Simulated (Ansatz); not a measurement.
# Hf (Fm-3m) in Ansatz: settings compared

The runs below take Hf through single point, relaxation of cell and atoms, with PBE, LDA, PBEsol.

All numbers are computed with Ansatz 0.2.0; they aren't measurements. Logs are shortened: lines on timing, memory, paths and dates and some standing lists are left out, and cuts for length are marked.

### Step 1. Starting point

It takes space group Fm-3m (No. 225, cubic). The conventional cell has a = 4.440 Å, b = 4.440 Å, c = 4.440 Å, α = 90.00°, β = 90.00°, γ = 90.00°. Around Hf (site symmetry m-3m) lie 12 Hf at 3.14 Å.

This isn't the form of Hf at room conditions, which is hcp.

### Step 2. Single point, PBE

Contents of input.yaml:

```yaml
crystal:
  lattice:
    - [0.0, 2.22, 2.22]
    - [2.22, 0.0, 2.22]
    - [2.22, 2.22, 0.0]
  atoms:
    - { symbol: Hf, position: [0.0, 0.0, 0.0] }
hamiltonian:
  xc: pbe
  pseudopotentials: { kind: paw }
kpoints:
  mp_grid: { grid: [10, 10, 10] }
scf:
  occupations: { method: gaussian, width: 0.011 }
output:
  forces: true
  stress: true
  eigenvalues: true
```

Potentials or basis: Ansatz PAW.

Run with:

```
> ansatz run input.yaml --threads 2 --pin off --max-ram 5632MiB --backend cpu --events-out ev --progress --plain --runs-dir out
```

What it wrote:

```text
Warning: RAYON_NUM_THREADS=2 ignored (pool sized by the plan → 2); use --threads N
Engine: ansatz 0.2.0, aarch64-unknown-linux-gnu
Pseudopotentials: kind: paw
Pseudopotential: Hf, paw, valence charge 26, recommended cutoff 420 eV (normal), Hf.paw.azcp
Functional definition: PBE
  parameter kappa = 0.804
  parameter beta = 0.06672455060314922
  exchange = pbe_x(kappa = kappa, mu = beta*pi^2/3)
  correlation = pbe_c(beta = beta)
Crystal: 1 atoms, lattice volume = 21.882 Å³
Basis set: ecut = 420 eV, 411 PW (Γ), exchange–correlation on 48×48×48 points (8 copies of the dense FFT grid, shifted against one another)
Bands: 17, of which v1, the nominal top of the filled ones, is band 13 counted from 1 (12 counted from 0)
Symmetry: 48 space group operations
Space group: Fm-3m (ITA 225), of the structure as read, at distance tolerance 2.8e-5 Å
k-points: 47 of 1000
Non-local potential: Hf, projectors of the file, l = 0: 3, l = 1: 2, l = 2: 2, l = 3: 3
PAW form: soft (Blöchl's): semilocal exchange-correlation on the pseudo side does not see the compensation charge
PAW one-centre angular grid: Hf, 590 points (default); XC on 64 Gauss nodes
Initial density: superposition of atomic densities (neutral atoms: chi_scale 0, normalization atom), corrected by the library's trained network
Initial wavefunctions: pseudopotential atomic-orbital guess
Functional: x = pbe(κ = 0.804, μ = 0.2195149727645171), c = pbe(β = 0.06672455060314922)
SCF iter   1: F=—  HF=-15721.286460 eV  |F-HF|=—  |Δ(HF+E_count)|=         —  Δρ=1.82e-3  dr2=2.47e-4  ethr=1.77e-3  ⟨swp⟩=5.4  Hψ=3467  notcnv=0
preconditioner: auto → none  [insulator: Δε(μ)=0.046 eV  Ē_g=18.569 eV  σ=0.011 eV  W_gap=0.54  n_scr=8 (ndim 8)  ℏωp=38.9 eV  f_vac=0.000  D(μ)=2.45/eV (n_scr^D=26)  ε∞_Penn≈5.4]
SCF iter   2: F=—  HF=-15721.286390 eV  |F-HF|=—  |Δ(HF+E_count)|=   7.05e-5  Δρ=9.46e-4  dr2=6.03e-5  ethr=9.49e-7  ⟨swp⟩=2.4  Hψ=1967  notcnv=0  defer=9
SCF iter   3: F=—  HF=-15721.286454 eV  |F-HF|=—  |Δ(HF+E_count)|=   6.46e-5  Δρ=8.91e-5  dr2=4.90e-7  ethr=2.32e-7  ⟨swp⟩=2.0  Hψ=1532  notcnv=0  defer=9
SCF iter   4: F=—  HF=-15721.286453 eV  |F-HF|=—  |Δ(HF+E_count)|=   1.44e-6  Δρ=5.62e-5  dr2=4.07e-7  ethr=1.88e-9  ⟨swp⟩=2.9  Hψ=1553  notcnv=0  defer=9
SCF iter   5: F=—  HF=-15721.286453 eV  |F-HF|=—  |Δ(HF+E_count)|=   1.75e-8  Δρ=2.05e-5  dr2=2.94e-8  ethr=1.57e-9  ⟨swp⟩=2.0  Hψ=1365  notcnv=0  defer=9
SCF iter   6: F=-15721.286453 eV  HF=-15721.286453 eV  |F-HF|=7.79e-9  |Δ(HF+E_count)|=   1.98e-8  Δρ=1.84e-6  dr2=5.39e-10  ethr=1.13e-10  ⟨swp⟩=5.0  Hψ=2902  notcnv=0
SCF 1 converged in 6 iterations: F = -15721.286453 eV  dr2 = 5.39e-10
SCF converged after 6 iterations
Free energy (F): -15721.286453 eV
Harris-Foulkes:  -15721.286453 eV  (|F-HF|=7.79e-9)
Internal energy: -15721.286305 eV  (E = F + TS)
E sigma→0 (E₀):  -15721.286379 eV
Entropy (-TS):   -0.000148 eV (-0.148 meV/atom)
Fermi energy:    20.254157 eV
--- Per-component energies (eV) ---
  E_band       = 50.731813
  E_kinetic    = 425.335649
  E_local      = -5010.862133  (includes V_loc(G=0)·N_el)
  E_nonlocal   = -1244.272961
  E_hartree    = 2362.844429
  E_xc         = -300.467581
  E_vxc        = -266.677749  (∫ρ·V_xc dr)
  E_paw        = -6927.987289  (= ΣΔE_a)
  E_vpaw       = 1421.522134  (= ΣTr[D̂ρ^β])
  E_aug_tail   = -0.000001  (compensation charges beyond the density's cutoff)
  E_ewald      = -5025.876417
  E_smearing   = -0.000148  (= −TS)
  E_closure    = 0.000000  (closes the sum)
  Σ components = -15721.286453   (vs F -15721.286453, Δ=0.00e0)
--- Forces (eV/Å), atoms counted from 1 ---
  atom   1  Hf     0.00000000     0.00000000     0.00000000
  max |Σ_I F_I| component: 6.57e-32 eV/Å
--- Stress (GPa, compression-positive) ---
        2.873812       0.000000       0.000000
        0.000000       2.873812       0.000000
        0.000000       0.000000       2.873812
  P = ⅓ Tr σ = 2.8738 GPa (28.738 kbar)
--- Band table (eV; the first three rows and the last of 47) ---
  k-point 0: bands = ["-41.4347", "-9.6908", "-9.6908", "-9.6908", "8.6021", "8.6243", "8.6243", "8.6243", "8.7030", "8.7030", "8.7030", "12.9368", "21.6260", "21.6260", "21.6260", "24.4969", "24.4969"]
  k-point 1: bands = ["-41.4281", "-9.7800", "-9.7021", "-9.7021", "8.6072", "8.6232", "8.6284", "8.6284", "8.6957", "8.6957", "8.7033", "13.2909", "21.2849", "21.7906", "21.7906", "24.3269", "24.3269"]
  k-point 2: bands = ["-41.4109", "-10.0077", "-9.7314", "-9.7314", "8.6115", "8.6302", "8.6383", "8.6383", "8.6781", "8.6781", "8.7040", "14.2486", "20.6121", "22.0284", "22.0284", "24.2429", "24.2429"]
  k-point 46: bands = ["-41.3428", "-10.3421", "-10.1858", "-10.0173", "8.6329", "8.6390", "8.6407", "8.6565", "8.6603", "8.6615", "8.6885", "18.1543", "19.2012", "20.5301", "23.1514", "27.3356", "29.4712"]
```

It took 0.59 s on 2 threads of Arm Neoverse V2, shared host; peak memory 0.28 GiB.

Results:

```yaml
Free_energy: -15721.2865 eV
Pressure: 2.9 GPa
Band_gap_on_the_k_mesh: none (metal or under the smearing width)
```

### Step 3. Relaxation of cell and atoms, PBE

Edit input.yaml of step 2 so:

```diff
@@ -13,3 +13,3 @@
 scf:
-  occupations: { method: gaussian, width: 0.011 }
+  occupations: { method: fermi_dirac, width: 0.05 }
 output:
@@ -18 +18,9 @@
   eigenvalues: true
+  write_density: true
+  write_potential: true
+  elf: true
+  volumetric_format: npy
+relax:
+  f_tol: 0.01
+  max_steps: 40
+  cell: { stress_tol: 0.05 }
```

Potentials or basis: Ansatz PAW.

Run with:

```
> ansatz run input.yaml --threads 2 --pin off --max-ram 5632MiB --backend cpu --events-out ev --progress --plain --runs-dir out
```

Wall time 3.1 s (2 threads of Arm Neoverse V2, shared host); peak memory 0.3 GiB.

It converged, with:

```yaml
Free_energy: -15721.2971 eV
Relaxed_volume: 22.52 Å³/atom
Relaxed_cell: a = 3.170 Å, b = 3.170 Å, c = 3.170 Å, α = 60.00°, β = 60.00°, γ = 60.00°
Space_group_after_relaxing_to_0.05_Å: Fm-3m (No. 225)
Energy_gained_by_relaxing: 5.9 meV/atom
Ionic_steps: 4
Pressure_after_relaxing: 0.0 GPa
Band_gap_on_the_k_mesh: none (metal or under the smearing width)
```

The path:
```
step  energy change (eV)  largest force (eV/Å)  volume (Å³)
   1              0.0000                0.0000        21.88
   2             -0.0057                0.0000        22.55
   3             -0.0057                0.0000        22.52
   4             -0.0059                0.0000        22.52
```

Final structure:
```
Hf
1.0
     0.00000    2.24123    2.24123
     2.24123    0.00000    2.24123
     2.24123    2.24123    0.00000
Hf
1
Direct
  0.00000 0.00000 0.00000
```

Levels at points of the mesh, in eV from the Fermi level:
| k point | band 11 | band 12 | band 13 | band 14 | band 15 | band 16 |
| --- | --- | --- | --- | --- | --- | --- |
| (0.00, 0.00, 0.00) | -11.61 | -7.19 | 1.39 | 1.39 | 1.39 | 4.16 |
| (0.00, 0.00, -0.50) | -11.61 | -3.62 | 0.55 | 1.17 | 1.17 | 6.26 |
| (0.00, -0.50, -0.50) | -11.62 | -3.24 | -2.12 | 2.48 | 6.27 | 6.87 |

Caveat: the plane-wave basis is chosen anew once the cell has moved, so the energies of steps on either side of that aren't comparable. The run has no spin-orbit coupling, so splittings on Hf are missing.

(Part 1 of 2 ends here.)
